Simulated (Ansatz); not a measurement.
# Sn2HO2: the cost of one run

Computed with Ansatz 0.2.0 (DFT PBE+D3(BJ), scalar-relativistic, plane waves, PAW, unless a step's input says otherwise).

2 further runs of the same task are left out: 2 set aside as unsound or not needed.

## Step 1: The system as given

The structure is monoclinic, space group Pm (No. 6). The conventional cell has a = 3.820 Å, b = 3.820 Å, c = 19.463 Å, α = 90.00°, β = 90.00°, γ = 90.00°. Sn (site symmetry m) has 4 O at 2.25 Å as nearest neighbours. O (site symmetry m) is surrounded by 4 Sn at 2.25 Å. H (site symmetry m) has 1 Sn at 2.96 Å as nearest neighbours.

Coordinates:

```xyz
5
Lattice="3.8202 0.0000 0.0000 0.0000 3.8202 0.0000 0.0000 0.0000 19.4630" Properties=species:S:1:pos:R:3 pbc="T T T"
Sn    2.8651    0.9550    4.0000
O     0.9550    0.9550    5.1815
O     2.8651    2.8651    5.1815
Sn    0.9550    2.8651    6.3630
H     0.9550    3.8202    9.1630
```

This is the geometry at the first point of the grid.

## Step 2: Setting up the map

Atoms count from 1 in the order of the input.

H is moved over the surface cell at a fixed height above a rigid substrate; the origin of the map has the adsorbate above Sn4; the height is held at 2.80 Å.

- position of H5 along the first surface vector, from above Sn4: 8 values from 0.000 to 0.875, periodic
- position of H5 along the second surface vector, from above Sn4: 8 values from 0.000 to 0.875, periodic

Nothing else is relaxed. Points are written as (first, second).

The two vectors of the plane (Å): (3.820, 0.000, 0.000); (0.000, 3.820, 0.000).

## Step 3: Point (2/8, 2/8) of the map's two axes

The cell repeats along c, and a dipole correction in the vacuum removes the field between the copies.

File input.yaml:

```yaml
crystal:
  lattice:
    - [3.8201629938, 0.0, 0.0]
    - [0.0, 3.8201629938, 0.0]
    - [0.0, 0.0, 19.4630415395]
  atoms:
    - { symbol: Sn, position: [0.75, 0.25, 0.205517724] }
    - { symbol: O, position: [0.25, 0.25, 0.2662235889] }
    - { symbol: O, position: [0.75, 0.75, 0.2662235889] }
    - { symbol: Sn, position: [0.25, 0.75, 0.3269294538] }
    - { symbol: H, position: [0.5, 1.0, 0.4707918606], spin: 1.0 }
basis:
  ecutwfc: 420
kpoints:
  mp_grid: { grid: [7, 7, 1] }
hamiltonian:
  xc: pbe
  pseudopotentials: { kind: paw, azcp: { folder: soft_1 } }
  dispersion: d3bj
scf:
  occupations: { method: gaussian, width: 0.05 }
output:
  forces: true
  eigenvalues: true
  populations: true
magnetization:
  spin_polarized: true
efield:
  axis: 3
  dipole_correction: true
  ramp_width: 0.04
```

Command:

```sh
$ ansatz run input.yaml --threads 1 --pin off --max-ram 3072MiB --backend cpu --events-out ev --progress --plain --runs-dir out
```

**Question.** How long does this run take on 1 thread of Arm Neoverse V1, shared host, and how much memory does it need?

About 38 s, with a peak of 0.5 GiB.
